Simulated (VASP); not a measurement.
Wanted: the native input for a VASP 6.6.1 run.

```yaml
Task: work function
Functional: BLYP
Potentials_or_basis: VASP PAW PBE potentials, release 64 (Hf_pv)
Cutoff: 520 eV
k_mesh: 10 × 10 × 1
Occupations: fermi-dirac, width 0.05 eV
Spin: no spin polarisation
Dipole_correction: yes
Further_INCAR_settings: ALGO = Normal; EDIFF = 1e-06
```

The structure of Hf lies in POSCAR:

```
Hf
1.0
    2.7787600000      0.0000000000      0.0000000000
    0.0000000000      2.7787600000      0.0000000000
    0.0000000000      0.0000000000     23.8000000000
Hf
1
Direct
    0.0000000000      0.0000000000      0.2941200000
```

The cell was built by a generator and needn't be a form met in nature.

The input as run:

INCAR

```
PREC     = Accurate       # precision mode
ENCUT    = 520            # plane-wave cutoff, eV
EDIFF    = 1E-6           # SCF threshold, eV
ISMEAR   = -1             # smearing method
SIGMA    = 0.05           # smearing width, eV
LREAL    = F              # projectors in reciprocal space
LASPH    = T              # aspherical terms in the spheres
NELM     = 80             # most SCF steps
ALGO     = Normal         # electronic algorithm
ISIF     = 2              # what is computed and relaxed
LWAVE    = F              # write WAVECAR
LCHARG   = T              # write CHGCAR
LDIPOL   = T            
IDIPOL   = 3            
DIPOL    = 0.5 0.5 0.294
GGA      = B5             # functional
ALDAX    = 1.0          
AGGAX    = 1.0          
AGGAC    = 1.0          
ALDAC    = 0.0          
LELF     = T              # ELF
LVHAR    = T            
LVACPOTAV= T
```

KPOINTS

```
regular mesh
0
Gamma
  10 10 1
```

Potentials or basis: VASP PAW PBE potentials, release 64 (Hf_pv).

Run with:

```sh
$ cat potpaw_PBE.64/Hf_pv/POTCAR > POTCAR
$ mpirun -np 1 vasp_std > vasp.out
```

Results of the run:

The band gap on the k mesh is none (metal or under the smearing width). The work function of the upper face is 3.90 eV and the work function of the lower face is 3.90 eV.

It took 110 s on 1 thread of Intel(R) Xeon(R) Platinum 8375C CPU @ 2.90GHz (Ice Lake), on a shared host, peak memory 0.32 GiB.
